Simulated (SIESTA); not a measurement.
GaN:

```
CELL_PARAMETERS angstrom
0.00000 2.25350 2.25350
2.25350 0.00000 2.25350
2.25350 2.25350 0.00000
ATOMIC_POSITIONS crystal
Ga 0.00000 0.00000 0.00000
N 0.25000 0.25000 0.25000
```

The cell is a database's computed one.

Base run:

```yaml
Program: SIESTA 5.4.2
Functional: vdW-DF-cx
Potentials_or_basis: PseudoDojo 0.4 standard (PBE files)
Basis: DZP (energy shift 0.002 Ry; radii capped at 9.5 bohr)
Grid_cutoff: 800 Ry
Energy_shift: 0.002 Ry
k_mesh: 10 × 10 × 10
Occupations: fermi-dirac, width 0.05 eV
Spin: no spin polarisation
```

Its results: band gap on the k mesh 1.69 eV, direct; pressure 5.3 GPa.

Question: After a change of settings the same cell gave: band gap on the k mesh 1.61 eV, direct; pressure 2.5 GPa. Which change was it?
A. functional from vdW-DF-cx to PBEGcGxLO
B. functional from vdW-DF-cx to PBE
C. functional from vdW-DF-cx to LDA; potentials or basis from PseudoDojo 0.4 standard (PBE files) to PseudoDojo 0.4 standard (LDA files)
D. functional from vdW-DF-cx to BLYP

Answer: A.

Caveats: semicore shells carry a single zeta, which can move pressures by several GPa and volumes by a few percent; the potentials were made for another functional, which shifts forces and pressure; the basis of atomic orbitals isn't converged, which shifts pressures, moduli and gaps.

Not every run made on this cell is shown here.
